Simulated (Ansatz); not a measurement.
**An elastic constant from a strain scan in SnSe**

All numbers below come from DFT PBEsol, scalar-relativistic, plane waves, PAW in Ansatz 0.2.0. Cutoff 420 eV, Γ-centred 8×8×8 k-points, Gaussian smearing of 0.05 eV. No spin polarisation. Energies are free energies at this smearing, counted from the undisturbed cell; pressure is positive in compression.

Reference structure (relaxed at this level; this rock-salt form isn't the usual structure):

```
Sn Se
1.0
     0.00000    2.97275    2.97275
     2.97275    0.00000    2.97275
     2.97275    2.97275    0.00000
Sn Se
1 1
Direct
  0.00000 0.00000 0.00000
  0.50000 0.50000 0.50000
```

The cell is strained by ε times the Voigt pattern (0, 1, 0, 0, 0, 0) (xx, yy, zz, yz, xz, xy; engineering shear) with fractional coordinates fixed. The cell holds 2 atoms in V0 = 52.54 Å³. The stress column is τ = (1/V0) dE/dε, got from the stress tensor σ (compression positive) at each point as −det(1 + εP) σ : P(1 + εP)⁻¹, with P the pattern as a tensor.

```csv
ε,ΔE (meV/atom),τ (GPa)
-0.0200,5.190,-3.294
-0.0150,2.860,-2.397
-0.0100,1.246,-1.549
-0.0050,0.306,-0.750
0.0000,0.000,0.002
0.0050,0.297,0.710
0.0100,1.154,1.375
0.0150,2.540,1.998
0.0175,3.422,2.295
0.0200,?,?
```

Problem. Which combination of elastic constants does this scan measure, and how large is it?

Solution. For small ε, τ = τ0 + Kε with K = pᵀCp, which for this pattern is C11 in the cubic axes. The parabola through τ at ε = -0.0050, 0 and 0.0050 has slope K = 146 GPa at zero. The energies per cell, E = NΔE, of the same two points give K = 2[E(ε₊)/ε₊ − E(ε₋)/ε₋]/[(ε₊ − ε₋)V0] = 147 GPa, in agreement.

Problem. Predict the withheld row at ε = 0.0200 from the harmonic law, and compare.

Solution. ΔE = V0(τ0 ε + Kε²/2)/N = 4.797 meV/atom and τ = 2.92 GPa. The calculation gives 4.422 meV/atom and 2.58 GPa: the energy lies 8 % below the harmonic value, as bonds soften when stretched.